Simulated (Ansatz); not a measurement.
**KCl: input, output and frames of a trajectory**

Theory: DFT PBE, scalar-relativistic, plane waves, PAW (Ansatz 0.2.0). The runs took a 420 eV cutoff, a shifted (0.5, 0.5, 0.5 steps) 2×2×2 mesh and Fermi–Dirac smearing (0.02 eV). The mesh is coarse. No spin polarisation.

16 atoms, starting at 1.00 times the perfect crystal's volume (space group Pm-3m, the cell as given, not relaxed at this level); Nosé–Hoover thermostat at 200 K, fixed cell; 26 steps of 12 fs. The run is short and not equilibrated. The time step is too long for these atoms, so the motion is inaccurate.

Self-consistency was reached.

Time: 87 s on 4 threads of Arm Neoverse V1, with other jobs on the host, peak memory 0.98 GiB.

Command:
```bash
ansatz run input.yaml --threads 4 --pin off --max-ram 5120MiB --backend cpu --events-out ev --progress --plain --runs-dir out
```

Input:
```yaml
crystal:
  lattice:
    - [7.678392, 0.0, 0.0]
    - [0.0, -7.678392, 0.0]
    - [0.0, 0.0, -7.678392]
  atoms:
    - { symbol: K, position: [0.0, 0.5, 0.5] }
    - { symbol: K, position: [0.0, 0.5, 0.0] }
    - { symbol: K, position: [0.0, 0.0, 0.5] }
    - { symbol: K, position: [0.0, 0.0, 0.0] }
    - { symbol: K, position: [0.5, 0.5, 0.5] }
    - { symbol: K, position: [0.5, 0.5, 0.0] }
    - { symbol: K, position: [0.5, 0.0, 0.5] }
    - { symbol: K, position: [0.5, 0.0, 0.0] }
    - { symbol: Cl, position: [0.25, 0.25, 0.25] }
    - { symbol: Cl, position: [0.25, 0.25, 0.75] }
    - { symbol: Cl, position: [0.25, 0.75, 0.25] }
    - { symbol: Cl, position: [0.25, 0.75, 0.75] }
    - { symbol: Cl, position: [0.75, 0.25, 0.25] }
    - { symbol: Cl, position: [0.75, 0.25, 0.75] }
    - { symbol: Cl, position: [0.75, 0.75, 0.25] }
    - { symbol: Cl, position: [0.75, 0.75, 0.75] }
basis:
  ecutwfc: 420
kpoints:
  mp_grid: { grid: [2, 2, 2], shift: [0.5, 0.5, 0.5] }
hamiltonian:
  xc: pbe
scf:
  occupations: { method: fermi_dirac, width: 0.02 }
  lower_state_search: "off"
  convergence: { dr2_threshold: 1.0e-07 }
output:
  forces: true
  stress: true
md:
  timestep: 12.0
  n_steps: 26
  ensemble: nvt_nose_hoover
  temperature: 200.0
  initial_velocities: maxwell_boltzmann
  seed: 69292
```

Output (its end):
```
...
SCF converged after 6 iterations
Free energy (F): -20968.299507 eV
Harris-Foulkes:  -20968.299507 eV  (|F-HF|=3.80e-8)
Internal energy: -20968.299507 eV  (E = F + TS)
E sigma→0 (E₀):  -20968.299507 eV
Fermi energy:    4.921610 eV
--- Per-component energies (eV) ---
  E_band       = -963.231640
  E_kinetic    = 3327.644076
  E_local      = -6143.425914  (includes V_loc(G=0)·N_el)
  E_nonlocal   = 328.182120
  E_hartree    = 2017.333721
  E_xc         = -1945.590392
  E_vxc        = -2304.633988  (∫ρ·V_xc dr)
  E_paw        = -11529.008630  (= ΣΔE_a)
  E_vpaw       = -205.665278  (= ΣTr[D̂ρ^β])
  E_aug_tail   = 0.000691  (compensation charges beyond the density's cutoff)
  E_ewald      = -7023.435179
  E_smearing   = -0.000000  (= −TS)
  E_closure    = 0.000000  (closes the sum)
  Σ components = -20968.299507   (vs F -20968.299507, Δ=0.00e0)
--- Forces (eV/Å), atoms counted from 1 ---
  atom   1  K      0.00947408    -0.08521643     0.11844657
  atom   2  K     -0.01397659     0.04422409    -0.06426317
  atom   3  K      0.01809432    -0.13964574     0.04900353
  atom   4  K     -0.07916354    -0.15047378    -0.19393108
  atom   5  K     -0.00348707     0.19451998     0.03727855
  atom   6  K      0.05305212     0.10057267    -0.03835144
  atom   7  K      0.02726645    -0.19685359     0.05937791
  atom   8  K     -0.00539575     0.03483458     0.05548638
  atom   9  Cl     0.03918674    -0.12075159    -0.07860188
  atom  10  Cl     0.11695614    -0.10356931     0.05762757
  atom  11  Cl    -0.05829453     0.14150824     0.06892953
  atom  12  Cl    -0.02057867     0.08815973     0.04949522
  atom  13  Cl     0.10167998    -0.23492831     0.02281877
  atom  14  Cl    -0.21120006     0.50651945    -0.21488531
  atom  15  Cl     0.19355168     0.17790171     0.18873011
  atom  16  Cl    -0.16720832    -0.25681486    -0.11714726
  max |Σ_I F_I| component: 4.30e-5 eV/Å
--- Stress (GPa, compression-positive) ---
        0.394400      -0.083639       0.001211
       -0.083639       0.503873      -0.050854
        0.001211      -0.050854       0.352660
  P = ⅓ Tr σ = 0.4170 GPa (4.170 kbar)
--- MD trajectory: 26 steps, t = 0.0 → 312.0 fs ---
  final state: T = 237.7 K   F+E_penalty+E_count = -20968.29950694 eV   E_kin = 0.460851 eV
  conserved energy: peak-to-peak 5.624e-3 eV (3.515e-4 eV/atom) over 312.0 fs
```

Frames along the run (Å, eV/Å; dE is the potential energy from the first frame):

```xyz
16
Lattice="7.678 0.000 0.000 0.000 -7.678 0.000 0.000 0.000 -7.678" Properties=species:S:1:pos:R:3:forces:R:3 pbc="T T T" time_fs=0.00 dE_eV=0.0000 T_K=200
K     0.000   -3.839   -3.839    0.000    0.000    0.000
K     0.000   -3.839    0.000    0.000    0.000    0.000
K     0.000    0.000   -3.839    0.000    0.000    0.000
K     0.000    0.000    0.000    0.000    0.000    0.000
K     3.839   -3.839   -3.839    0.000    0.000    0.000
K     3.839   -3.839    0.000    0.000    0.000    0.000
K     3.839    0.000   -3.839    0.000    0.000    0.000
K     3.839    0.000    0.000    0.000    0.000    0.000
Cl    1.920   -1.920   -1.920    0.000    0.000    0.000
Cl    1.920   -1.920   -5.759    0.000    0.000    0.000
Cl    1.920   -5.759   -1.920    0.000    0.000    0.000
Cl    1.920   -5.759   -5.759    0.000    0.000    0.000
Cl    5.759   -1.920   -1.920    0.000    0.000    0.000
Cl    5.759   -1.920   -5.759    0.000    0.000    0.000
Cl    5.759   -5.759   -1.920    0.000    0.000    0.000
Cl    5.759   -5.759   -5.759    0.000    0.000    0.000
16
Lattice="7.678 0.000 0.000 0.000 -7.678 0.000 0.000 0.000 -7.678" Properties=species:S:1:pos:R:3:forces:R:3 pbc="T T T" time_fs=24.00 dE_eV=0.0830 T_K=158
K    -0.016   -3.799   -3.810    0.042   -0.094    0.004
K     0.007   -3.885    0.032   -0.034    0.077   -0.051
K     0.023   -0.080   -3.855    0.044    0.117    0.017
K    -0.066    0.041    0.001    0.087   -0.060   -0.030
K     3.834   -3.864   -3.832   -0.016    0.093    0.038
K     3.748   -3.832    0.042    0.083   -0.044   -0.060
K     3.906    0.086   -3.860   -0.073   -0.114    0.021
K     3.862   -0.067    0.017   -0.059    0.065   -0.051
Cl    1.952   -1.892   -1.937   -0.004   -0.092    0.042
Cl    1.899   -1.912   -5.771    0.053    0.005   -0.028
Cl    1.936   -5.816   -1.877   -0.030    0.092    0.060
Cl    1.906   -5.748   -5.672   -0.007   -0.018   -0.091
Cl    5.796   -1.869   -2.014   -0.044   -0.081    0.190
Cl    5.793   -2.000   -5.740   -0.079    0.209   -0.131
Cl    5.752   -5.785   -2.024    0.042    0.078    0.165
Cl    5.743   -5.644   -5.779   -0.004   -0.233   -0.094
16
Lattice="7.678 0.000 0.000 0.000 -7.678 0.000 0.000 0.000 -7.678" Properties=species:S:1:pos:R:3:forces:R:3 pbc="T T T" time_fs=48.00 dE_eV=0.2398 T_K=82
K    -0.026   -3.772   -3.780    0.072   -0.168   -0.016
K     0.009   -3.920    0.056   -0.049    0.141   -0.082
K     0.053   -0.143   -3.868    0.079    0.215    0.024
K    -0.120    0.074   -0.002    0.146   -0.106   -0.046
K     3.826   -3.875   -3.820   -0.017    0.165    0.054
K     3.668   -3.832    0.077    0.143   -0.082   -0.084
K     3.962    0.157   -3.877   -0.144   -0.221    0.010
K     3.876   -0.125    0.026   -0.097    0.111   -0.088
Cl    1.985   -1.878   -1.949   -0.011   -0.159    0.053
Cl    1.887   -1.903   -5.788    0.078   -0.003   -0.034
Cl    1.949   -5.860   -1.825   -0.044    0.152    0.084
Cl    1.892   -5.740   -5.599   -0.020   -0.017   -0.141
Cl    5.827   -1.831   -2.080   -0.089   -0.127    0.312
Cl    5.815   -2.049   -5.741   -0.131    0.352   -0.197
Cl    5.752   -5.800   -2.104    0.107    0.146    0.279
Cl    5.727   -5.565   -5.813   -0.023   -0.397   -0.128
16
Lattice="7.678 0.000 0.000 0.000 -7.678 0.000 0.000 0.000 -7.678" Properties=species:S:1:pos:R:3:forces:R:3 pbc="T T T" time_fs=72.00 dE_eV=0.3065 T_K=54
K    -0.026   -3.768   -3.752    0.061   -0.182   -0.060
K     0.004   -3.936    0.070   -0.065    0.178   -0.092
K     0.095   -0.178   -3.878    0.061    0.250    0.036
K    -0.155    0.093   -0.012    0.165   -0.130   -0.041
K     3.815   -3.864   -3.800    0.013    0.178    0.034
K     3.606   -3.843    0.100    0.202   -0.102   -0.082
K     4.000    0.198   -3.894   -0.163   -0.269    0.002
K     3.877   -0.170    0.023   -0.097    0.142   -0.100
Cl    2.016   -1.889   -1.953   -0.040   -0.172    0.025
Cl    1.886   -1.894   -5.810    0.066   -0.015   -0.003
Cl    1.955   -5.882   -1.758   -0.038    0.159    0.040
Cl    1.874   -5.734   -5.545   -0.024   -0.002   -0.133
Cl    5.845   -1.811   -2.100   -0.095   -0.133    0.307
Cl    5.818   -2.044   -5.773   -0.126    0.351   -0.147
Cl    5.768   -5.791   -2.143    0.125    0.165    0.287
Cl    5.706   -5.545   -5.868   -0.044   -0.419   -0.073
16
Lattice="7.678 0.000 0.000 0.000 -7.678 0.000 0.000 0.000 -7.678" Properties=species:S:1:pos:R:3:forces:R:3 pbc="T T T" time_fs=96.00 dE_eV=0.2541 T_K=93
K    -0.018   -3.790   -3.730    0.026   -0.125   -0.100
K    -0.010   -3.927    0.071   -0.092    0.176   -0.074
K     0.148   -0.179   -3.884   -0.018    0.205    0.064
K    -0.168    0.094   -0.028    0.150   -0.126   -0.018
K     3.806   -3.826   -3.774    0.066    0.119   -0.016
K     3.570   -3.870    0.113    0.257   -0.087   -0.056
K     4.018    0.204   -3.912   -0.104   -0.225    0.023
K     3.864   -0.196    0.006   -0.067    0.161   -0.093
Cl    2.043   -1.928   -1.953   -0.095   -0.113   -0.021
Cl    1.896   -1.888   -5.834    0.025   -0.025    0.056
Cl    1.955   -5.879   -1.681   -0.021    0.108   -0.069
Cl    1.851   -5.729   -5.509   -0.008    0.022   -0.084
Cl    5.849   -1.812   -2.072   -0.049   -0.101    0.173
Cl    5.800   -1.983   -5.829   -0.075    0.199    0.002
Cl    5.805   -5.757   -2.139    0.049    0.102    0.174
Cl    5.677   -5.591   -5.938   -0.043   -0.288    0.039
16
Lattice="7.678 0.000 0.000 0.000 -7.678 0.000 0.000 0.000 -7.678" Properties=species:S:1:pos:R:3:forces:R:3 pbc="T T T" time_fs=120.00 dE_eV=0.2133 T_K=136
K    -0.004   -3.833   -3.721    0.007   -0.019   -0.114
K    -0.040   -3.892    0.062   -0.106    0.128   -0.033
K     0.204   -0.151   -3.881   -0.116    0.107    0.085
K    -0.161    0.077   -0.049    0.124   -0.086    0.016
K     3.806   -3.766   -3.747    0.118    0.005   -0.083
K     3.568   -3.912    0.120    0.275   -0.023   -0.010
K     4.021    0.177   -3.928   -0.022   -0.124    0.041
K     3.840   -0.202   -0.027   -0.036    0.152   -0.072
Cl    2.057   -1.990   -1.957   -0.158    0.008   -0.039
Cl    1.910   -1.885   -5.851   -0.023   -0.028    0.106
Cl    1.952   -5.859   -1.607   -0.013    0.016   -0.204
Cl    1.824   -5.718   -5.483    0.032    0.041   -0.038
Cl    5.846   -1.828   -2.014    0.003   -0.050   -0.016
Cl    5.769   -1.884   -5.892   -0.006   -0.037    0.184
Cl    5.853   -5.702   -2.106   -0.078   -0.018    0.019
Cl    5.638   -5.688   -6.010   -0.002   -0.072    0.158
16
Lattice="7.678 0.000 0.000 0.000 -7.678 0.000 0.000 0.000 -7.678" Properties=species:S:1:pos:R:3:forces:R:3 pbc="T T T" time_fs=144.00 dE_eV=0.2690 T_K=125
K     0.012   -3.881   -3.728    0.011    0.100   -0.099
K    -0.088   -3.834    0.047   -0.061    0.044    0.016
K     0.248   -0.104   -3.865   -0.185   -0.001    0.083
K    -0.134    0.046   -0.068    0.092   -0.017    0.056
K     3.823   -3.701   -3.730    0.144   -0.118   -0.144
K     3.605   -3.961    0.125    0.218    0.073    0.021
K     4.022    0.129   -3.939    0.015   -0.017    0.033
K     3.808   -0.186   -0.073   -0.012    0.091   -0.033
Cl    2.046   -2.055   -1.966   -0.189    0.144   -0.003
Cl    1.923   -1.886   -5.853   -0.053   -0.018    0.112
Cl    1.946   -5.835   -1.559   -0.021   -0.066   -0.298
Cl    1.800   -5.701   -5.462    0.090    0.035   -0.041
Cl    5.842   -1.855   -1.952    0.012    0.012   -0.169
Cl    5.733   -1.782   -5.930    0.055   -0.279    0.313
Cl    5.894   -5.646   -2.067   -0.187   -0.140   -0.093
Cl    5.596   -5.805   -6.062    0.071    0.157    0.246
16
Lattice="7.678 0.000 0.000 0.000 -7.678 0.000 0.000 0.000 -7.678" Properties=species:S:1:pos:R:3:forces:R:3 pbc="T T T" time_fs=168.00 dE_eV=0.3549 T_K=93
K     0.030   -3.919   -3.749    0.003    0.193   -0.054
K    -0.146   -3.768    0.034    0.050   -0.063    0.054
K     0.268   -0.054   -3.836   -0.206   -0.078    0.054
K    -0.093    0.010   -0.081    0.040    0.054    0.103
K     3.862   -3.649   -3.733    0.103   -0.196   -0.153
K     3.676   -4.002    0.133    0.072    0.146   -0.003
K     4.023    0.076   -3.947   -0.010    0.078    0.024
K     3.773   -0.156   -0.127    0.033   -0.012    0.035
Cl    2.006   -2.101   -1.977   -0.138    0.222    0.043
Cl    1.928   -1.889   -5.838   -0.059    0.008    0.072
Cl    1.937   -5.819   -1.556   -0.023   -0.085   -0.297
Cl    1.790   -5.678   -5.446    0.145   -0.011   -0.097
Cl    5.839   -1.880   -1.913   -0.028    0.084   -0.226
Cl    5.705   -1.719   -5.921    0.095   -0.455    0.308
Cl    5.907   -5.608   -2.040   -0.232   -0.215   -0.136
Cl    5.563   -5.905   -6.078    0.154    0.331    0.273
16
Lattice="7.678 0.000 0.000 0.000 -7.678 0.000 0.000 0.000 -7.678" Properties=species:S:1:pos:R:3:forces:R:3 pbc="T T T" time_fs=192.00 dE_eV=0.3769 T_K=92
K     0.049   -3.930   -3.779   -0.025    0.218    0.005
K    -0.201   -3.707    0.027    0.175   -0.172    0.063
K     0.260   -0.012   -3.798   -0.181   -0.097   -0.001
K    -0.044   -0.019   -0.080   -0.032    0.108    0.146
K     3.917   -3.623   -3.758   -0.011   -0.222   -0.100
K     3.760   -4.024    0.141   -0.113    0.165   -0.065
K     4.024    0.031   -3.951   -0.073    0.154    0.029
K     3.741   -0.126   -0.178    0.102   -0.088    0.124
Cl    1.941   -2.114   -1.981   -0.011    0.219    0.066
Cl    1.924   -1.892   -5.811   -0.047    0.039    0.007
Cl    1.924   -5.815   -1.600   -0.006   -0.055   -0.212
Cl    1.802   -5.655   -5.446    0.161   -0.080   -0.164
Cl    5.832   -1.894   -1.908   -0.080    0.143   -0.174
Cl    5.690   -1.724   -5.863    0.121   -0.491    0.169
Cl    5.884   -5.603   -2.032   -0.196   -0.212   -0.117
Cl    5.553   -5.957   -6.052    0.217    0.372    0.223
16
Lattice="7.678 0.000 0.000 0.000 -7.678 0.000 0.000 0.000 -7.678" Properties=species:S:1:pos:R:3:forces:R:3 pbc="T T T" time_fs=216.00 dE_eV=0.3206 T_K=137
K     0.067   -3.911   -3.811   -0.040    0.158    0.037
K    -0.234   -3.667    0.028    0.260   -0.247    0.027
K     0.224    0.018   -3.758   -0.136   -0.069   -0.072
K     0.004   -0.036   -0.057   -0.092    0.145    0.158
K     3.973   -3.627   -3.799   -0.147   -0.238   -0.014
K     3.835   -4.025    0.140   -0.251    0.134   -0.113
K     4.013    0.005   -3.951   -0.129    0.186    0.023
K     3.721   -0.106   -0.215    0.147   -0.086    0.186
Cl    1.871   -2.094   -1.975    0.115    0.165    0.082
Cl    1.912   -1.888   -5.780   -0.019    0.060   -0.055
Cl    1.909   -5.820   -1.680    0.011   -0.019   -0.082
Cl    1.840   -5.644   -5.471    0.111   -0.120   -0.194
Cl    5.812   -1.886   -1.929   -0.097    0.138   -0.033
Cl    5.693   -1.807   -5.775    0.131   -0.340   -0.020
Cl    5.828   -5.630   -2.043   -0.101   -0.137   -0.043
Cl    5.577   -5.955   -5.989    0.236    0.269    0.113
16
Lattice="7.678 0.000 0.000 0.000 -7.678 0.000 0.000 0.000 -7.678" Properties=species:S:1:pos:R:3:forces:R:3 pbc="T T T" time_fs=240.00 dE_eV=0.2480 T_K=197
K     0.080   -3.868   -3.840   -0.019    0.043    0.044
K    -0.231   -3.659    0.034    0.280   -0.258   -0.040
K     0.166    0.041   -3.725   -0.094   -0.035   -0.126
K     0.042   -0.032   -0.010   -0.117    0.159    0.121
K     4.013   -3.667   -3.844   -0.266   -0.252    0.098
K     3.879   -4.005    0.122   -0.288    0.073   -0.124
K     3.984    0.004   -3.948   -0.139    0.146   -0.011
K     3.722   -0.097   -0.227    0.135   -0.026    0.188
Cl    1.813   -2.045   -1.956    0.179    0.083    0.092
Cl    1.896   -1.875   -5.756    0.027    0.054   -0.089
Cl    1.894   -5.828   -1.780    0.018    0.018    0.049
Cl    1.899   -5.650   -5.530    0.023   -0.101   -0.188
Cl    5.774   -1.856   -1.957   -0.071    0.048    0.132
Cl    5.717   -1.950   -5.683    0.119   -0.035   -0.200
Cl    5.752   -5.681   -2.061    0.011   -0.024    0.074
Cl    5.640   -5.909   -5.902    0.201    0.107   -0.020
16
Lattice="7.678 0.000 0.000 0.000 -7.678 0.000 0.000 0.000 -7.678" Properties=species:S:1:pos:R:3:forces:R:3 pbc="T T T" time_fs=264.00 dE_eV=0.2196 T_K=237
K     0.091   -3.816   -3.864    0.027   -0.066    0.074
K    -0.188   -3.689    0.034    0.237   -0.204   -0.096
K     0.090    0.059   -3.708   -0.060   -0.033   -0.129
K     0.066   -0.005    0.058   -0.113    0.126    0.040
K     4.017   -3.745   -3.879   -0.315   -0.198    0.190
K     3.884   -3.974    0.085   -0.224    0.028   -0.109
K     3.932    0.024   -3.946   -0.107    0.042   -0.035
K     3.741   -0.091   -0.213    0.080    0.037    0.146
Cl    1.780   -1.980   -1.920    0.170   -0.010    0.070
Cl    1.884   -1.853   -5.744    0.084    0.016   -0.075
Cl    1.882   -5.834   -1.879    0.006    0.073    0.130
Cl    1.966   -5.673   -5.622   -0.041   -0.046   -0.160
Cl    5.723   -1.817   -1.967   -0.024   -0.085    0.218
Cl    5.763   -2.108   -5.617    0.057    0.298   -0.329
Cl    5.672   -5.740   -2.068    0.107    0.090    0.194
Cl    5.740   -5.843   -5.813    0.115   -0.068   -0.131
16
Lattice="7.678 0.000 0.000 0.000 -7.678 0.000 0.000 0.000 -7.678" Properties=species:S:1:pos:R:3:forces:R:3 pbc="T T T" time_fs=288.00 dE_eV=0.2314 T_K=250
K     0.107   -3.771   -3.878    0.062   -0.121    0.127
K    -0.109   -3.749    0.021    0.137   -0.095   -0.107
K     0.001    0.074   -3.708   -0.025   -0.072   -0.065
K     0.075    0.042    0.135   -0.099    0.022   -0.071
K     3.977   -3.855   -3.889   -0.211   -0.017    0.159
K     3.858   -3.937    0.031   -0.094    0.043   -0.081
K     3.862    0.051   -3.949   -0.047   -0.088   -0.008
K     3.773   -0.080   -0.177    0.021    0.063    0.098
Cl    1.772   -1.913   -1.872    0.113   -0.086    0.006
Cl    1.885   -1.827   -5.743    0.125   -0.044   -0.017
Cl    1.869   -5.828   -1.963   -0.024    0.131    0.130
Cl    2.030   -5.704   -5.744   -0.052    0.021   -0.089
Cl    5.666   -1.789   -1.943    0.035   -0.197    0.170
Cl    5.818   -2.227   -5.599   -0.099    0.498   -0.332
Cl    5.605   -5.788   -2.045    0.170    0.166    0.248
Cl    5.863   -5.784   -5.739   -0.012   -0.225   -0.170
16
Lattice="7.678 0.000 0.000 0.000 -7.678 0.000 0.000 0.000 -7.678" Properties=species:S:1:pos:R:3:forces:R:3 pbc="T T T" time_fs=312.00 dE_eV=0.2757 T_K=238
K     0.131   -3.740   -3.876    0.009   -0.085    0.118
K    -0.008   -3.824   -0.008   -0.014    0.044   -0.064
K    -0.093    0.078   -3.718    0.018   -0.140    0.049
K     0.069    0.092    0.203   -0.079   -0.150   -0.194
K     3.906   -3.971   -3.877   -0.003    0.195    0.037
K     3.818   -3.891   -0.036    0.053    0.101   -0.038
K     3.784    0.066   -3.953    0.027   -0.197    0.059
K     3.810   -0.059   -0.126   -0.005    0.035    0.055
Cl    1.781   -1.858   -1.822    0.039   -0.121   -0.079
Cl    1.905   -1.807   -5.744    0.117   -0.104    0.058
Cl    1.852   -5.802   -2.030   -0.058    0.142    0.069
Cl    2.088   -5.733   -5.884   -0.021    0.088    0.049
Cl    5.613   -1.790   -1.893    0.102   -0.235    0.023
Cl    5.860   -2.273   -5.631   -0.211    0.507   -0.215
Cl    5.563   -5.811   -1.983    0.194    0.178    0.189
Cl    5.987   -5.757   -5.690   -0.167   -0.257   -0.117
```